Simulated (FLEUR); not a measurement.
## CdS (Hawleyite): equation of state with PBEsol

CdS (Hawleyite):

```
CELL_PARAMETERS angstrom
0.00000 2.91650 2.91650
2.91650 0.00000 2.91650
2.91650 2.91650 0.00000
ATOMIC_POSITIONS crystal
Cd 0.00000 0.00000 0.00000
S 0.75000 0.75000 0.75000
```

```
Program             : FLEUR MaX-R8.1 (later development tree)
Task                : equation of state
Functional          : PBEsol
Potentials or basis : all-electron
Basis               : FLAPW
Kmax                : 5.33 1/bohr
k mesh              : 8 × 8 × 8
Occupations         : fermi-dirac, width 0.05 eV
Spin                : no spin polarisation
```

The equilibrium volume is 24.71 Å³/atom. The bulk modulus is 61 GPa. The pressure derivative of the bulk modulus is 4.6.

Energy against volume, from the lowest point:
| volume (Å³/atom) | energy (meV/atom) |
| --- | --- |
| 23.319 | 16.70 |
| 23.815 | 6.62 |
| 24.312 | 1.22 |
| 24.808 | 0.00 |
| 25.304 | 2.52 |
| 25.800 | 8.39 |
| 26.296 | 17.24 |
